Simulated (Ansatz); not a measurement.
**From barrier to diffusion: Zn in ZnSe**

Theory: DFT PBE, scalar-relativistic, plane waves, PAW in Ansatz 0.2.0. Run with 420 eV cutoff, 2×2×2 k-mesh, Gaussian smearing of 0.02 eV, no spin polarisation.

Host crystal, relaxed:

```yaml
crystal:
  lattice:
    - [0.00000, 2.86588, 2.86588]
    - [2.86588, 0.00000, 2.86588]
    - [2.86588, 2.86588, 0.00000]
  atoms:
    - { symbol: Zn, position: [0.00000, 0.00000, 0.00000] }
    - { symbol: Se, position: [0.25000, 0.25000, 0.25000] }
```

In a supercell of 54 host sites with charge -2, Zn trades places with a neighbouring Zn vacancy, moving 3.89 Å. Climbing-image nudged elastic band at fixed cell; the order of the saddle wasn't checked, and the small cell leaves errors of about a tenth of an eV.

```csv
image,path (Å),E − E(0) (eV)
0,0.00,0.000
1,0.80,0.273
2,1.61,0.901
3,2.41,1.271
4,3.21,0.901
5,4.01,0.273
6,4.82,0.000
```

What are the barriers forward and back, and what attempt frequency does the shape suggest?

Forward 1.27 eV, back 1.27 eV, the ends being level. For a sinusoidal profile E_b sin²(πx/l), with the Zn atom alone moving, ν = (1/l)√(E_b/2m) = 2.5×10¹² s⁻¹, within an order of magnitude of the customary 10¹³ s⁻¹; a true prefactor needs the vibrations at the minimum and at the saddle.

With ν = 10¹³ s⁻¹, how often does the exchange happen at 300, 600 and 1000 K once atom and vacancy are neighbours, taking the host as solid throughout? Does that give the diffusivity?

k = ν exp(−E_b/k_BT):
```
T (K) k (1/s) wait (s)
  300  4.5×10⁻⁹   2.2×10⁸
  600       212  4.7×10⁻³
 1000   3.9×10⁶  2.5×10⁻⁷
```

No. The atom can jump only when a vacancy is beside it, so where vacancies are thermal the activation energy of diffusion adds the vacancy's formation energy; where doping, quenching or off-stoichiometry fixes their number, it doesn't. And repeated exchanges only swap the two back and forth: Zn gets on when the vacancy moves round it by other jumps, which the correlation factor counts. An error of 0.1 eV in the barrier changes k by a factor of 48 at 300 K and 3.2 at 1000 K.

Cost: 1 run of about 4.2 core-hours, on Intel Xeon Platinum 8488C (Sapphire Rapids) (shared hosts).